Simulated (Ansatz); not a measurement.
Results of r²SCAN+rVV10 in Ansatz (plane waves, PAW) for rock-salt NaBr.

Settings: plane-wave cutoff 560 eV, 10×10×10 k mesh, Fermi–Dirac smearing 0.01 eV, scalar-relativistic PAW data made under PBE.

Response to compression and expansion:

```
V (Å³/atom)  P (GPa)  direct gap at Γ (eV)
-----------  -------  --------------------
24.102          1.74                 5.220
24.615          1.09                 5.139
25.128          0.51                 5.064
25.641          0.00                 4.992
26.154         -0.46                 4.924
26.667         -0.87                 4.859
27.179         -1.23                 4.798
```

A straight line through the gaps at Γ against ln V gives a volume deformation potential dE_g(Γ)/d ln V of -3.5 eV: the gap at Γ widens under compression.

Measured, for comparison: band gap 7.1 eV (temperature not stated, not corrected to a static lattice; as tabulated in Aguado et al. (1998), arXiv:cond-mat/9809176).

Spin–orbit coupling is not included.

Ansatz is an electronic-structure program.
